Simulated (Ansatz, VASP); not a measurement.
# BN in two plane-wave programs, part 2 of 2

Aim: how closely do two programs agree when they are given the same cell, functional and k mesh? The structure shown is the end of the Ansatz relaxation below.

VASP 6.6.1 and Ansatz 0.2.0.

So far. Step 3 (VASP: single point, PBEsol, pair 1): The run ends at a pressure of 13.43 GPa.

**6. VASP: single point, PBEsol, pair 2**

Level of this step: PBEsol; plane waves and PAW (N, B) (VASP).

The same cell, functional, mesh and smearing now go to VASP, with its own data sets.

INCAR reads:

```
SYSTEM = BN
PREC = Accurate
ENCUT = 600
EDIFF = 1E-06
NELM = 120
ISMEAR = -1
SIGMA = 0.02
LREAL = .FALSE.
ALGO = Normal
GGA = PS
NBANDS = 14
LORBIT = 11
LWAVE = .FALSE.
LCHARG = .FALSE.
ISIF = 2
LASPH = .TRUE.
GGA_COMPAT = .FALSE.
EFERMI = MIDGAP
```

POSCAR reads:

```
BN
1.0
    2.4727472800      0.0000000000      0.0000000000
    0.0000000000      2.4727472800      0.0000000000
    0.0000000000      0.0000000000      3.6540271328
N B
2 2
Direct
    0.5000000000      0.0000000000      0.7500000000
    0.0000000000      0.5000000000      0.2500000000
    0.0000000000      0.0000000000      0.0000000000
    0.5000000000      0.5000000000      0.5000000000
```

KPOINTS reads:

```
Automatic mesh
0
Gamma
11 11 8
0 0 0
```

PAW data sets: N and B (PBE family, release 64).

The run is started by

```
mpirun -np 1 vasp_std
```

Numbers of over 12 decimals in the logs are rounded to 6 here.

The program printed:

```text
[banner, memory and clock lines left out]
running    1 mpi-ranks, on    1 nodes
[...]
[... a notice as in an earlier step ...]

 LDA part: xc-table for (Slater+PW92), standard interpolation
 POSCAR, INCAR and KPOINTS ok, starting setup
[...]
entering main loop
       N       E                     dE             d eps       ncg     rms          rms(c)
DAV:   1     0.516085392425E+02    0.51609E+02   -0.96433E+03  2948   0.128E+03
DAV:   2    -0.357655988907E+02   -0.87374E+02   -0.80928E+02  3984   0.289E+02
DAV:   3    -0.386321374246E+02   -0.28665E+01   -0.28537E+01  4038   0.492E+01
DAV:   4    -0.386446884105E+02   -0.12551E-01   -0.12549E-01  3078   0.348E+00
[...]
DAV:  10    -0.365688360007E+02   -0.70177E-04   -0.17549E-04  3672   0.126E-01    0.228E-02
DAV:  11    -0.365688330480E+02    0.29527E-05   -0.40602E-05  3738   0.572E-02    0.118E-02
DAV:  12    -0.365688325983E+02    0.44973E-06   -0.43217E-06  3402   0.198E-02
   1 F= -.36568833E+02 E0= -.36568833E+02  d E =0.000000E+00
```

From OUTCAR (step 6):

```text
  Total        4.2633200      4.2633200      0.1028623      0.0000000      0.0000000     -0.0000000
  in kB      305.7224141    305.7224141      7.3762525      0.0000000      0.0000000     -0.0000000
  external PRESSURE =     206.2736935 kB  Pullay stress =       0.0000000 kB

 POSITION                                       TOTAL-FORCE (eV/Angst)
 -----------------------------------------------------------------------------------
      1.23637      0.00000      2.74052        -0.000000      0.000000     -0.000000
      0.00000      1.23637      0.91351        -0.000000     -0.000000      0.000000
      0.00000      0.00000      0.00000        -0.000000      0.000000     -0.000000
      1.23637      1.23637      1.82701         0.000000     -0.000000     -0.000000
 -----------------------------------------------------------------------------------
    total drift:                                0.000000      0.000000     -0.000000

  FREE ENERGIE OF THE ION-ELECTRON SYSTEM (eV)
  ---------------------------------------------------
  free  energy   TOTEN  =       -36.5688325983 eV

  energy  without entropy=      -36.5688325983  energy(sigma->0) =      -36.56883260

[... 1 part as in an earlier step ...]

[... 2 further parts left out ...]
[key lines of the parts left out:]
E-fermi :  10.2473
```

The run ends at a pressure of 20.63 GPa.

**7. Differences**

Both answers:

| quantity | Ansatz | VASP | difference |
| --- | --- | --- | --- |
| pressure (GPa) | 19.91 | 20.63 | -0.72 |
| gap on the k mesh (eV) | 4.045 | 4.036 | +0.010 |

A gap on the mesh is an upper bound, since the band edges may lie between its points.

**8. Ansatz: relaxation, PBEsol**

This run makes the geometry at which the two programs are then compared. The cell compared in this pair holds 23.07 Å³, against 22.34 Å³ for the pair before.

The structure compared here is the end of the Ansatz relaxation.

input.yaml reads:

```yaml
crystal:
  lattice:
    - [2.52373176, 0.0, 0.0]
    - [0.0, 2.52373176, 0.0]
    - [0.0, 0.0, 3.626777882]
  atoms:
    - { symbol: "N", position: [0.5, 0.0, 0.75] }
    - { symbol: "N", position: [0.0, 0.5, 0.25] }
    - { symbol: B, position: [0.0, 0.0, 0.0] }
    - { symbol: B, position: [0.5, 0.5, 0.5] }
kpoints:
  mp_grid: { grid: [11, 11, 8] }
scf:
  occupations: { method: fermi_dirac, width: 0.02 }
hamiltonian:
  xc: pbesol
  pseudopotentials: { kind: paw, azcp: { folder: soft_1 }, xc_functional: pbe }
basis:
  ecutwfc: 600
output:
  forces: true
  stress: true
relax:
  f_tol: 0.005
  max_steps: 70
  cell: { stress_tol: 0.02, p_target: 0, fix: [a, b, alpha, beta, gamma] }
```

The run is started by

```
ansatz run input.yaml --threads 8 --pin off --max-ram 18432MiB --backend cpu --events-out ev --progress --plain --runs-dir out
```

The program printed:

```text
[...]
Crystal: 4 atoms, lattice volume = 23.100 Å³
Basis set: ecut = 600 eV, 751 PW (Γ), exchange–correlation on 48×48×60 points (8 copies of the dense FFT grid, shifted against one another)
Bands: 12, of which v1, the nominal top of the filled ones, is band 8 counted from 1 (7 counted from 0)
Symmetry: 16 space group operations
[...]
k-points: 105 of 968 (time reversal used)
[...]
P = ⅓ Tr σ = 6.1708 GPa (61.708 kbar)
--- Relaxed structure (3 steps of the walk, 3 accepted, 1 SCFs on fresh bases) ---
[...]
cell:  # Å, volume = 23.0669 Å³
    - [2.52373176, 0.0, 0]
    - [0.0, 2.52373176, 0]
    - [0, 0, 3.621622]
  atoms:
    - { symbol: N, position: [0.500000, 0, 0.750000] }
    - { symbol: N, position: [0, 0.500000, 0.25] }
    - { symbol: B, position: [0, 0, 0] }
    - { symbol: B, position: [0.500000, 0.500000, 0.5] }
[key lines of the parts left out:]
SCF converged after 5 iterations
Free energy (F): -1067.675013 eV
Fermi energy:    13.697907 eV
```

**9. VASP: single point, PBEsol, pair 3**

The same cell, functional, mesh and smearing now go to VASP, with its own data sets.

INCAR is that of step 6.

POSCAR reads:

```
BN
1.0
    2.5237317600      0.0000000000      0.0000000000
    0.0000000000      2.5237317600      0.0000000000
    0.0000000000      0.0000000000      3.6216224321
N B
2 2
Direct
    0.5000000000      0.0000000000      0.7500000000
    0.0000000000      0.5000000000      0.2500000000
    0.0000000000      0.0000000000      0.0000000000
    0.5000000000      0.5000000000      0.5000000000
```

KPOINTS is that of step 6.

The run is started by

```
mpirun -np 1 vasp_std
```

The program printed:

```text
[... set-up lines as in an earlier step ...]
 entering main loop
       N       E                     dE             d eps       ncg     rms          rms(c)
DAV:   1     0.512182653578E+02    0.51218E+02   -0.97742E+03  2940   0.128E+03
DAV:   2    -0.356952034726E+02   -0.86913E+02   -0.80854E+02  3984   0.286E+02
DAV:   3    -0.386400649736E+02   -0.29449E+01   -0.29326E+01  4068   0.511E+01
DAV:   4    -0.386531085793E+02   -0.13044E-01   -0.13040E-01  3102   0.356E+00
[...]
DAV:  10    -0.366856887156E+02   -0.75024E-04   -0.18552E-04  3690   0.127E-01    0.230E-02
DAV:  11    -0.366856861195E+02    0.25961E-05   -0.42687E-05  3744   0.583E-02    0.119E-02
DAV:  12    -0.366856855113E+02    0.60817E-06   -0.48423E-06  3438   0.207E-02
   1 F= -.36685686E+02 E0= -.36685686E+02  d E =0.000000E+00
```

Parts of OUTCAR (step 9):

```text
  Total        1.4126883      1.4126883      0.0821039      0.0000000     -0.0000000      0.0000000
  in kB       98.1222191     98.1222191      5.7027558      0.0000000     -0.0000000      0.0000000
  external PRESSURE =      67.3157314 kB  Pullay stress =       0.0000000 kB

 POSITION                                       TOTAL-FORCE (eV/Angst)
 -----------------------------------------------------------------------------------
      1.26187      0.00000      2.71622         0.000000      0.000000      0.000000
      0.00000      1.26187      0.90541         0.000000      0.000000     -0.000000
      0.00000      0.00000      0.00000        -0.000000     -0.000000      0.000000
      1.26187      1.26187      1.81081        -0.000000     -0.000000      0.000000
 -----------------------------------------------------------------------------------
    total drift:                                0.000000      0.000000     -0.000000

  FREE ENERGIE OF THE ION-ELECTRON SYSTEM (eV)
  ---------------------------------------------------
  free  energy   TOTEN  =       -36.6856855113 eV

  energy  without entropy=      -36.6856855113  energy(sigma->0) =      -36.68568551

[... 1 part as in an earlier step ...]

[... 2 further parts left out ...]
[key lines of the parts left out:]
E-fermi :   9.8470
```

The run ends at a pressure of 6.73 GPa.

**10. Side by side**

The two programs side by side:

| quantity | Ansatz | VASP | difference |
| --- | --- | --- | --- |
| pressure (GPa) | 6.17 | 6.73 | -0.56 |
| gap on the k mesh (eV) | 4.285 | 4.277 | +0.008 |

A gap on the mesh is an upper bound, since the band edges may lie between its points.

**11. Results**

- difference in gap on the k mesh (single point, PBEsol, pair 1): 0.0088 eV
- difference in pressure (single point, PBEsol, pair 1): -0.64 GPa
- difference in gap on the k mesh (single point, PBEsol, pair 2): 0.0096 eV
- difference in pressure (single point, PBEsol, pair 2): -0.72 GPa
- difference in gap on the k mesh (single point, PBEsol, pair 3): 0.0082 eV
- difference in pressure (single point, PBEsol, pair 3): -0.56 GPa

In words: The difference in pressure is -0.72 GPa (single point, PBEsol, pair 2), within the 1 GPa picked in this series as the mark of a large difference. 3 further runs of this series are not shown here. How closely two codes agree says nothing of how well the functional describes the real material.

[Lines on the potential files, build, host, timing and source positions are cut from VASP's logs without a mark.]

[Logs are printed without paths, hosts, clocks, repeated set-up lines and the standing remarks that a program may print on its own settings, such as how far it seeks lower states.]

[Hosts, paths, dates, database ids (printed as entryN), source tags and the programs' standing remarks are cut or masked in the printed files.]
